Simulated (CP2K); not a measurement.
Runs of CP2K 2026.2 on MgO2. The structure is trigonal, space group R-3m (No. 166). The conventional cell has a = 3.210 Å, b = 3.210 Å, c = 10.482 Å, α = 90.00°, β = 90.00°, γ = 120.00°. Mg (site symmetry -3m) is surrounded by 6 O at 2.11 Å. O (site symmetry 3m) is surrounded by 1 O at 1.49 Å. The cell comes from a database or a generator and needn't be the stable form of this composition.

```tsv
level	potentials or basis	smearing	EPS_DEFAULT	NGRIDS	points a segment of the path (NPOINTS)	bands added on the path	gap on the mesh (eV)	pressure (GPa)	largest force (eV/Å)
TB-mBJ	POTENTIAL_UZH Mg GTH-PBE-q10, O GTH-PBE-q6; TZVP-MOLOPT-PBE-GTH basis	fermi-dirac 0.05 eV	1.0E-9	4	10	4	3.20	-	-
r2SCAN	POTENTIAL_UZH Mg GTH-SCAN-q10, O GTH-SCAN-q6; TZVP-MOLOPT-SCAN-GTH basis	fermi-dirac 0.0259 eV	1.0E-10	4	6	4	2.92	-3.1	(a)
PBEsol	POTENTIAL_UZH Mg GTH-PBE-q10, O GTH-PBE-q6; TZVP-MOLOPT-PBE-GTH basis	fermi-dirac 0.1 eV	1.0E-9	5	8	6	2.16	(b)	(c)
LDA	GTH_POTENTIALS Mg GTH-PADE-q10, O GTH-PADE-q6; TZVP-MOLOPT-PBE-GTH basis	fermi-dirac 0.05 eV	1.0E-9	4	6	2	2.15	-7.0	0.30
```

Alike in all rows: task band structure; no spin polarisation; cell as given; k mesh 10 × 10 × 10.

**Question.** Estimate the missing entries.

**Answer.** (a) 0.08; (b) -1.4; (c) 0.09.

Caveats: the basis of atomic orbitals isn't converged, which shifts pressures, moduli and gaps; the potentials were made for another functional, which shifts forces and pressure (some runs); this is a model potential without an energy functional, so only levels have meaning (some runs).

Runs at the PBE level aren't shown here.
